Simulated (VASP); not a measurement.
A run of VASP 6.6.1:

File INCAR:

```
SYSTEM = W
PREC = Accurate
ENCUT = 520
EDIFF = 1E-7
ISMEAR = 0
SIGMA = 0.1
LREAL = .FALSE.
LASPH = .TRUE.
NELM = 100
ALGO = Normal
ISIF = 2
LWAVE = .FALSE.
LCHARG = .FALSE.
GGA = PS
NBANDS = 21
```

File KPOINTS:

```
regular mesh
0
G
  6 6 4
  0 0 0
```

POSCAR

```
W
1.0
    3.1123194455      0.0000000000      0.0000000000
   -1.5561597228      2.6953477045      0.0000000000
    0.0000000000      0.0000000000      5.3224291524
W
2
Direct
    0.6666666700      0.3333333300      0.7500000000
    0.3333333300      0.6666666700      0.2500000000
```

Potentials or basis: VASP PAW PBE potentials, release 64 (W_sv).

Launch:

```console
$ cat potpaw_PBE.64/W_sv/POTCAR > POTCAR
$ mpirun -np 1 vasp_std > vasp.out
```

Hardware: 1 thread of Intel(R) Xeon(R) Platinum 8488C (Sapphire Rapids) (shared host).

How long does it take, and how much memory?

Wall time 16 s on 1 thread of Intel(R) Xeon(R) Platinum 8488C (Sapphire Rapids), with other jobs on the host, peak memory 0.16 GiB. Counts: scf iterations 13, k points 21.
